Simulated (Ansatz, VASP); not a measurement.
**Rh in VASP and in Ansatz**

```
Rh
1.0
     0.00000    1.86352    1.90155
     1.86352    0.00000    1.90155
     1.86352    1.86352    0.00000
Rh
1
Direct
  0.00000 0.00000 0.00000
```

Change from the starting cell: equal xx and yy strain of -2 %, crystal datasets.

Alike in both runs: task electric field gradients; functional PBE; k mesh 16 × 16 × 16; occupations fermi-dirac, width 0.08 eV; no spin polarisation.

|  | VASP | Ansatz |
| --- | --- | --- |
| version | VASP 6.6.1 | Ansatz 0.2.0 |
| potentials or method | VASP PAW PBE potentials, release 64 (Rh_pv), cutoff 520 eV | all-electron PAW with datasets made for the crystal, scalar-relativistic |

|  | VASP | Ansatz | Ansatz less VASP |
| --- | --- | --- | --- |
| pressure (GPa) | 19.0 | 18.9 | -0.10 |
| largest component of the traceless stress (GPa) | 3.70 | 3.71 | +0.008 |
| Vzz of the field gradient on the site that differs most (V/Å²) | 1.5 | 1.8 | +0.22 |

Ansatz ran all-electron here, so the differences hold the error of VASP's frozen core and of both bases. Ansatz warned: «gradients_without_spin_orbit».

Caveats: so large a pressure means that the cell lies far from this level's equilibrium, or that cutoff or potentials fall short (VASP).
